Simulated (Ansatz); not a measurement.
Runs of Ansatz 0.2.0 on KBr. Symmetry: Fm-3m, No. 225, cubic system. Conventional cell: a = 6.600 Å, b = 6.600 Å, c = 6.600 Å, α = 90.00°, β = 90.00°, γ = 90.00°. Around Br (site symmetry m-3m) lie 6 K at 3.30 Å. Around K (site symmetry m-3m) lie 6 Br at 3.30 Å. 

```tsv
level	gap on the mesh (eV)	pressure (GPa)	relaxed volume (Å³/atom)
PBEsol	4.34	0.0	35.11
LDA	4.32	0.0	(b)
RPBE	4.40	0.0	(a)
revPBE	4.40	0.0	40.94
```

Alike in all rows: task relaxation of cell and atoms; potentials or basis Ansatz PAW; no spin polarisation; cell relaxed; k mesh 7 × 7 × 7; cutoff (eV) 420; smearing fermi-dirac 0.05 eV.

Problem. Estimate the missing entries.

Solution. (a) 41.43; (b) 32.39.

Caveats: odd divisions of the mesh miss points on the zone boundary, where band edges often lie, so the gap on the mesh can be too wide; the plane-wave basis is chosen anew once the cell has moved, so the energies of steps on either side of that aren't comparable; the PAW data sets come from PBE, with cores solved anew for the run's functional, which leaves a small shift of forces and pressure; the volume moved by over 15 % at a fixed basis, so the end points are rough (some runs).

A k mesh can miss the band edges, and the runs leave out spin-orbit coupling on Br.

Runs at the PBE level aren't shown here.
